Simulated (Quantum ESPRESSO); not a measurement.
Wanted: the native input for a Quantum ESPRESSO 7.5 run.

```
Task                : single point
Functional          : PBEsol
Potentials or basis : GBRV 1.5 PBEsol
Cutoff              : 762 eV
Density cutoff      : 6095 eV
k mesh              : 8 × 8 × 8
Occupations         : fermi-dirac, width 0.05 eV
Spin                : no spin polarisation
Mixing beta         : 0.5
Most SCF iterations : 120
SCF threshold       : 4e-10 Ry
```

Crystal: InPd.

```
CELL_PARAMETERS angstrom
3.27188 0.00000 0.00000
0.00000 3.27188 0.00000
0.00000 0.00000 3.27188
ATOMIC_POSITIONS crystal
In 0.99323 0.00032 0.00838
Pd 0.48910 0.50688 0.49185
```

The cell comes from a database or a generator and needn't be the stable form of this composition.

The cell isn't the ideal one: atoms moved at random, drawn with an rms of 0.05 Å.

The input as run:

pw.in

```
&CONTROL
  calculation = 'scf'
  prefix = 'pwscf'
  outdir = './tmp'
  pseudo_dir = './pseudo'
  tprnfor = .true.
  tstress = .true.
  disk_io = 'nowf'
/
&SYSTEM
  ibrav = 0
  nat = 2
  ntyp = 2
  ecutwfc = 56
  ecutrho = 448
  nbnd = 22
  occupations = 'smearing'
  smearing = 'fd'
  degauss = 0.00367493
/
&ELECTRONS
  conv_thr = 4d-10
  electron_maxstep = 120
  mixing_beta = 0.5
/
ATOMIC_SPECIES
In   114.8180 in_pbesol_v1.4.uspp.F.UPF
Pd   106.4200 pd_pbesol_v1.4.uspp.F.UPF
CELL_PARAMETERS angstrom
   3.2718847800    0.0000000000    0.0000000000
   0.0000000000    3.2718847800    0.0000000000
   0.0000000000    0.0000000000    3.2718847800
ATOMIC_POSITIONS crystal
In    -0.0067690000    0.0003210000    0.0083760000
Pd     0.4891010000    0.5068780000    0.4918490000
K_POINTS automatic
8 8 8 0 0 0
```

Potentials or basis: GBRV 1.5 PBEsol.

Run with:

```sh
$ OMP_NUM_THREADS=1 mpirun -n 2 pw.x -nk 2 -in pw.in > pw.out
```

Results of the run:

The pressure is -3.2 GPa and the largest force is 0.220 eV/Å. The band gap on the k mesh is none (metal or under the smearing width).

Run time: 64 s on 2 MPI ranks on Arm Neoverse V2 (shared host), peak memory 0.38 GiB a rank.
